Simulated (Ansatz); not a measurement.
Cu₂ZnSnS₄ built on the stannite prototype was relaxed with 4 functionals in the plane-wave code Ansatz, cell and atoms free, the symmetry of the start kept (meshes: PBE 6×6×6, r2SCAN 6×6×6, PBEsol 6×6×6, LDA 6×6×6). (Calculated; spin-unpolarised; the phase may be known or hypothetical.)

The LDA result:
```yaml
crystal:
  lattice:
    - [-2.65793, 2.65793, 5.32519]
    - [2.65793, -2.65793, 5.32519]
    - [2.65793, 2.65793, -5.32519]
  atoms:
    - { symbol: Cu, position: [0.75000, 0.25000, 0.50000] }
    - { symbol: Cu, position: [0.25000, 0.75000, 0.50000] }
    - { symbol: Zn, position: [0.00000, 0.00000, 0.00000] }
    - { symbol: Sn, position: [0.50000, 0.50000, 0.00000] }
    - { symbol: S, position: [0.89548, 0.89548, 0.52044] }
    - { symbol: S, position: [0.10452, 0.62496, 0.00000] }
    - { symbol: S, position: [0.62496, 0.10452, 0.00000] }
    - { symbol: S, position: [0.37504, 0.37504, 0.47956] }
```

The symmetry is I-42m (No. 121, tetragonal); a = 5.316 Å, c = 10.650 Å in the conventional setting, 18.81 Å³ an atom. Around Cu lie 4 S at 2.24 Å; around Zn lie 4 S at 2.31 Å; around Sn lie 4 S at 2.43 Å; around S lie 2 Cu at 2.24 Å and 1 Zn at 2.31 Å and 1 Sn at 2.43 Å.

Task: Order the functionals by the relaxed volume, smallest first.
A. r2SCAN
B. PBE
C. LDA
D. PBEsol

Result: C (18.81 Å³/atom), D (19.41 Å³/atom), A (19.81 Å³/atom), B (20.43 Å³/atom).

Task: How does the cell change with PBEsol?

Result: a = 5.372 Å, c = 10.761 Å; the volume differs by +3.2 % from LDA's. Around Cu lie 4 S at 2.27 Å; around Zn lie 4 S at 2.33 Å; around Sn lie 4 S at 2.45 Å (further sites aren't listed).

Task: How does the cell change with r2SCAN?

Result: a = 5.404 Å, c = 10.854 Å; the volume differs by +5.3 % from LDA's. Around Cu lie 4 S at 2.30 Å; around Zn lie 4 S at 2.35 Å; around Sn lie 4 S at 2.44 Å (further sites aren't listed).

Task: Held at the r2SCAN cell, what mean stress do LDA and PBE find, and does its sign point to their own minimum?

Result: Yes. LDA -3.87 GPa, and its relaxed volume is -5.1 % from r2SCAN's; PBE +2.36 GPa, and its relaxed volume is +3.1 % from r2SCAN's. Compression counts positive, so a positive stress asks for a larger cell.
